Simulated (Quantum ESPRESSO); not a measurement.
# BaS in Quantum ESPRESSO: the effect of functional

BaS:

```
Ba S
1.0
     0.00000    3.19375    3.19375
     3.19375    0.00000    3.19375
     3.19375    3.19375    0.00000
Ba S
1 1
Cartesian
  0.0000 0.0000 0.0000
  3.1938 3.1938 3.1938
```

Alike in all runs:

* Program: Quantum ESPRESSO 7.5
* Task: dielectric tensor
* k mesh: 6 × 6 × 6, shifted
* Occupations: fermi-dirac, width 0.05 eV
* Spin: no spin polarisation

**Question.** One run gave: pressure 1.1 GPa; dielectric constant 4.84 mean. Which functional did it use?
A. WC
B. AM05
C. PBE
D. PBEsol
E. LDA

**Answer.** C.

```csv
functional,potentials or basis,cutoff,pressure (GPa),dielectric constant (mean)
LDA,PseudoDojo 0.4.1 SR LDA standard,735 eV,-2.2,5.03
PBE,PseudoDojo 0.4.1 SR PBE standard,707 eV,1.1,4.84
PBEsol,PseudoDojo 0.4.1 SR PBEsol standard,707 eV,-0.9,4.97
WC,PseudoDojo 0.4.1 SR PBE standard,707 eV,-0.8,5.00
BLYP,PseudoDojo 0.4.1 SR PBE standard,707 eV,3.5,4.72
AM05,PseudoDojo 0.4.1 SR PBE standard,707 eV,-0.1,4.91
```

Caveats: this release of the barium file is off; the potentials were made for another functional, which shifts forces and pressure (some runs); the cell is more than 3 GPa from zero pressure, which shifts response properties (some runs).
